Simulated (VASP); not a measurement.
**GaN: single point with HSE06**

The system is GaN.

```xyz
2
Lattice="2.6956 0.0000 0.0000 0.0000 2.6956 0.0000 0.0000 0.0000 2.6956" Properties=species:S:1:pos:R:3 pbc="T T T"
Ga    0.0000    0.0000    0.0000
N     1.3478    1.3478    1.3478
```

The cell was built by a generator and needn't be a form met in nature.

```yaml
Program: VASP 6.6.1
Task: single point
Functional: HSE06
Potentials_or_basis: VASP PAW PBE potentials, release 64 (Ga_d, N)
Cutoff: 520 eV
k_mesh: 4 × 4 × 4
Occupations: fermi-dirac, width 0.02 eV
Spin: no spin polarisation
```

| Item | Value |
| --- | --- |
| Pressure | 0.1 GPa |
| Band gap on the k mesh | none (metal or under the smearing width) |

Levels at points of the mesh, in eV from the Fermi level:
| k point | band 6 | band 7 | band 8 | band 9 | band 10 | band 11 | band 12 | band 13 |
| --- | --- | --- | --- | --- | --- | --- | --- | --- |
| (0.00, 0.00, 0.00) | -17.89 | -2.01 | -2.01 | -2.01 | -1.34 | 10.61 | 10.61 | 15.66 |
| (0.50, 0.00, 0.00) | -17.10 | -10.97 | -0.32 | -0.32 | 4.35 | 6.43 | 12.01 | 12.01 |
| (0.50, 0.50, 0.00) | -14.14 | -7.57 | -7.57 | -2.58 | 0.36 | 9.79 | 9.79 | 14.75 |
| (0.50, 0.50, 0.50) | -13.74 | -3.95 | -3.95 | -3.95 | 1.74 | 1.74 | 1.74 | 4.26 |

It took 2.9 min on 1 thread of Intel(R) Xeon(R) Platinum 8375C CPU @ 2.90GHz (Ice Lake), with other jobs on the host, peak memory 0.23 GiB.

Caveat: the k mesh is coarse (spacing up to 0.58 Å⁻¹), so the values aren't converged, least of all with exact exchange; the PAW data sets were made with another functional, which shifts forces and pressure a little.
